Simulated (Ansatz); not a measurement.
Runs of Ansatz 0.2.0 on Hf. It takes space group Fm-3m (No. 225, cubic). Conventional cell: a = 4.440 Å, b = 4.440 Å, c = 4.440 Å, α = 90.00°, β = 90.00°, γ = 90.00°. Hf (site symmetry m-3m) has 12 Hf at 3.14 Å as nearest neighbours. This isn't the form of Hf at room conditions, which is hcp.

```tsv
task	level	spin	cutoff (eV)	points for each segment of the path	gap on the mesh (eV)	pressure (GPa)	V0 of scaled cells (Å³/atom)	B0 (GPa)
band structure	PBEsol	off	420	14	none	-1.7	-	-
band structure	PBEsol	SOC, no magnetisation	420	14	none	-2.0	-	-
equation of state	r2SCAN	off	500	-	-	-	(a)	98
equation of state	LDA	off	420	-	-	-	20.77	(b)
equation of state	PBEsol	off	420	-	-	-	21.54	(c)
```

Alike in all rows: potentials or basis Ansatz PAW; cell as given; k mesh 10 × 10 × 10; smearing fermi-dirac 0.05 eV.

**Question.** Fill in the values left out.

**Answer.** (a) 22.43; (b) 121; (c) 111.

Caveats: the PAW data sets come from PBE, with cores solved anew for the run's functional, which leaves a small shift of forces and pressure (some runs); spin-orbit coupling is left out, which moves the levels of the heavy elements (some runs); the PAW data sets were made with another functional, which shifts forces and pressure a little (some runs).

A k mesh can miss the band edges, and rows without SOC leave out spin-orbit coupling on Hf.

A gap of «none» marks a metal or a gap under the smearing width.
